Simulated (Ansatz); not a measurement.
# Pt: the cost of one run

Computed with Ansatz 0.2.0 (DFT PBE, scalar-relativistic, plane waves, PAW, unless a step's input says otherwise).

The COD entry's cell or inner coordinates are ideal or old and differ from later refinements, so a difference from it is no clean test against experiment.

4 further runs of the same task are left out: 4 set aside as unsound or not needed. Runs told in other sessions of the task aren't counted.

## Step 1: Starting point

Symmetry: Fm-3m, No. 225, cubic system. Conventional cell: a = 3.970 Å, b = 3.970 Å, c = 3.970 Å, α = 90.00°, β = 90.00°, γ = 90.00°. Pt (site symmetry m-3m) has 12 Pt at 2.81 Å in its first shell of neighbours.

As a file:

```
Pt
1.0
     0.00000    1.98496    1.98496
     1.98496    0.00000    1.98496
     1.98496    1.98496    0.00000
Pt
1
Direct
  0.00000 0.00000 0.00000
```

It is the result of an earlier relaxation at this level (volume 15.64 Å³/atom; gap on the mesh: none (metal)).

## Step 4: Plan of the scan

The energy is mapped over two normal modes frozen in (zone-centre modes of the cell shown, which folds in the wave vector (0, 1/2, 1/2) of the primitive cell).

The axes are (1) amplitude of mode 4 (121 cm⁻¹), largest displacement: 11 values from −0.119 Å; (2) amplitude of mode 5 (121 cm⁻¹), largest displacement: 11 values from −0.119 Å.

Nothing else is relaxed (the cell and all other modes fixed). Energies count from the relaxed high-symmetry cell. Points are written as (first, second).

The patterns, per unit of each coordinate (Å):

| atom | x1 | y1 | z1 | x2 | y2 | z2 |
| --- | --- | --- | --- | --- | --- | --- |
| Pt1 | 0.000 | 1.000 | 0.000 | 0.000 | 0.000 | 1.000 |
| Pt2 | 0.000 | -1.000 | 0.000 | 0.000 | 0.000 | -1.000 |

(The set-up runs are not shown.)

## Step 5: Grid point (−0.119 Å, −0.119 Å)

File input.yaml:

```yaml
crystal:
  lattice:
    - [0.0, -1.9849647118, -1.9849647118]
    - [0.0, 1.9849647118, -1.9849647118]
    - [3.9699294236, 0.0, 0.0]
  atoms:
    - { symbol: Pt, position: [0.5599506879, 0.5, 0.5] }
    - { symbol: Pt, position: [-0.0599506879, 0.0, 0.0] }
basis:
  ecutwfc: 420
kpoints:
  mp_grid: { grid: [16, 16, 12] }
hamiltonian:
  xc: pbe
  pseudopotentials: { kind: paw, azcp: { folder: soft_1 } }
scf:
  occupations: { method: gaussian, width: 0.15 }
output:
  forces: true
  stress: true
  eigenvalues: true
```

Run with:

```bash
ansatz run input.yaml --threads 2 --pin off --max-ram 4096MiB --backend cpu --events-out ev --progress --plain --runs-dir out
```

Q: Estimate wall time and peak memory on 2 threads of Arm Neoverse N1, shared host.

About 16 s, with a peak of 0.53 GiB.
